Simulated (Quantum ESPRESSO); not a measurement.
FeO (Wuestite): Berry-phase polarisation with PBEsol+U

FeO (Wuestite):

```
CELL_PARAMETERS angstrom
1.51882 0.87689 2.51958
-1.51882 0.87689 2.51958
0.00000 -1.75378 2.51958
ATOMIC_POSITIONS crystal
Fe 0.91198 0.02263 0.01793
O 0.51057 0.49782 0.49964
```

The cell isn't the ideal one: atoms moved at random, drawn with an rms of 0.15 Å.

```
Program                  : Quantum ESPRESSO 7.5
Task                     : Berry-phase polarisation
Functional               : PBEsol
Potentials or basis      : PseudoDojo 0.4.1 SR PBEsol standard
Cutoff                   : 1225 eV
Density cutoff           : 4898 eV
k mesh                   : 10 × 10 × 10
Occupations              : fermi-dirac, width 0.05 eV
Spin                     : no spin polarisation
Hubbard terms            : Fe d U = 2 eV
Start of the occupations : default
Hubbard projectors       : atomic
Mixing beta              : 0.3
Most SCF iterations      : 120
SCF threshold            : 4e-10 Ry
Diago david ndim         : 4
k points per string      : 20 × 20 × 20
```

```json
{
 "Pressure": "-29.6 GPa",
 "Largest force": "0.300 eV/Å",
 "Band gap on the k mesh": "0.30 eV, indirect (least direct gap 0.67 eV)"
}
```

Forces on the atoms (eV/Å):
```
Fe  -0.229 -0.172 -0.091
O    0.229  0.172  0.091
```

Stress tensor (GPa, compression positive):
```
-27.42   1.42   5.21
  1.42 -30.17   2.43
  5.21   2.43 -31.35
```

Levels at points of the mesh, in eV from the valence-band top:
```csv
k point,band 8,band 9,band 10,band 11,band 12,band 13,band 14,band 15
"(0.00, 0.00, 0.00)",-3.65,-1.52,-1.29,-0.76,0.30,0.51,1.34,16.10
"(0.00, 0.00, -0.50)",-4.79,-0.57,-0.50,-0.14,1.77,2.25,5.76,9.57
"(0.00, -0.50, -0.50)",-4.43,-2.01,-0.20,-0.12,0.63,0.77,6.68,9.83
"(-0.50, -0.50, -0.50)",-4.77,-0.60,-0.47,-0.15,1.85,2.37,5.78,9.31
"(-0.50, 0.00, 0.00)",-5.17,-0.44,-0.42,0.00,2.39,2.50,5.49,9.44
"(0.00, -0.50, 0.00)",-4.79,-0.58,-0.49,-0.13,1.78,2.26,5.75,9.57
"(0.50, 0.00, 0.50)",-4.41,-2.27,-0.19,-0.14,0.56,0.72,6.59,10.10
"(-0.50, -0.50, 0.00)",-4.43,-2.20,-0.19,-0.13,0.57,0.73,6.62,10.04
```

Eigenvalues of the final occupation matrices:
```
   site  spin  trace               eigenvalues
Fe 1 3d  each   3.49  0.29 0.30 0.96 0.97 0.97
```

Berry-phase polarisation along the lattice vectors (C/m²): -3.147, -2.264, -2.293; quanta: 4.886, 4.886, 4.886

Berry phases in units of 2π:
```tsv
direction	ionic	electronic	their sum is defined modulo
a1	-0.345	-0.943	2
a2	-0.651	-0.276	2
a3	-0.715	-0.223	2
```

Run time: 53 min on 1 thread of Intel(R) Xeon(R) Processor @ 2.50GHz (Skylake/Cascade Lake), on a shared host, peak memory 0.53 GiB.

Caveat: the gap on the mesh is small and may close between mesh points, in which case fixed occupations spoil the response. A k mesh can miss the band edges.
